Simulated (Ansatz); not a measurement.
# GeS: the cost of one run

Program: Ansatz 0.2.0. Level of theory: DFT r2SCAN, scalar-relativistic, plane waves, PAW. These are calculated values, not measurements.

### Step 1. Starting point

Symmetry: Pnma, No. 62, orthorhombic system. The conventional cell has a = 10.440 Å, b = 3.650 Å, c = 4.300 Å, α = 90.00°, β = 90.00°, γ = 90.00°. Ge (site symmetry m) is surrounded by 3 S at 2.46 to 2.50 Å. S (site symmetry m) is surrounded by 3 Ge at 2.46 to 2.50 Å.

Coordinates:

```cif
data_structure
_symmetry_space_group_name_H-M 'Pnma'
_symmetry_Int_Tables_number 62
_cell_length_a 10.4400
_cell_length_b 3.6500
_cell_length_c 4.3000
_cell_angle_alpha 90.000
_cell_angle_beta 90.000
_cell_angle_gamma 90.000
_cell_volume 163.86
loop_
_atom_site_label
_atom_site_type_symbol
_atom_site_symmetry_multiplicity
_atom_site_Wyckoff_symbol
_atom_site_fract_x
_atom_site_fract_y
_atom_site_fract_z
_atom_site_occupancy
Ge1 Ge 4 c 0.12100 0.25000 0.10600 1
S1 S 4 c 0.85200 0.25000 0.50300 1
```

The structure comes from the Crystallography Open Database.

(A quick probe on a coarse mesh, which set the mesh and smearing, is not shown.)

### Step 3. The relaxation

input.yaml

```yaml
crystal:
  lattice:
    - [10.44, 0.0, 0.0]
    - [0.0, 3.65, 0.0]
    - [0.0, 0.0, 4.3]
  atoms:
    - { symbol: Ge, position: [0.121, 0.25, 0.106] }
    - { symbol: Ge, position: [0.879, 0.75, 0.894] }
    - { symbol: Ge, position: [0.379, 0.75, 0.606] }
    - { symbol: Ge, position: [0.621, 0.25, 0.394] }
    - { symbol: S, position: [0.852, 0.25, 0.503] }
    - { symbol: S, position: [0.148, 0.75, 0.497] }
    - { symbol: S, position: [0.648, 0.75, 0.003] }
    - { symbol: S, position: [0.352, 0.25, 0.997] }
basis:
  ecutwfc: 500
kpoints:
  mp_grid: { grid: [4, 8, 6] }
hamiltonian:
  xc: r2scan
scf:
  occupations: { method: gaussian, width: 0.02 }
output:
  forces: true
  stress: true
  eigenvalues: true
  write_density: true
  write_potential: true
  elf: true
  volumetric_format: npy
relax:
  adjacent_minimum: "off"
  f_tol: 0.005
  max_steps: 80
  cell: { stress_tol: 0.05 }
```

Command:

```
> ansatz run input.yaml --threads 2 --pin off --max-ram 5120MiB --backend cpu --events-out ev --progress --plain --runs-dir out
```

Q: Estimate wall time and peak memory on 2 threads of Intel Xeon 6975P-C (Granite Rapids), shared host.

About 2.1 min, with a peak of 1.1 GiB.
